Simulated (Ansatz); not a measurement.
**Si in Ansatz: the effect of functional**

Crystal: Si.

```
Si
1.0
     0.00000    2.72185    2.72185
     2.72185    0.00000    2.72185
     2.72185    2.72185    0.00000
Si
2
Cartesian
  2.7219 2.7219 2.7219
  4.0828 4.0828 4.0828
```

Alike in all runs:

| Quantity | Value |
| --- | --- |
| Program | Ansatz 0.2.0 |
| Task | single point |
| Potentials or basis | all-electron PAW datasets made for the crystal |
| k mesh | 6 × 6 × 6 |
| Occupations | fermi-dirac, width 0.05 eV |
| Spin | no spin polarisation |

Q: One run gave: gap on the mesh 1.30 eV; pressure -0.2 GPa. Which functional did it use?
A. HSE06
B. PBE
C. PBE0

A: A.

| functional | cutoff | gap on the mesh (eV) | pressure (GPa) |
| --- | --- | --- | --- |
| PBE | 180 eV (chosen from the basis error) | 0.72 | 1.4 |
| HSE06 | 200 eV (chosen from the basis error) | 1.30 | -0.2 |
| PBE0 | 200 eV (chosen from the basis error) | 1.95 | -0.4 |

A k mesh can miss the band edges.
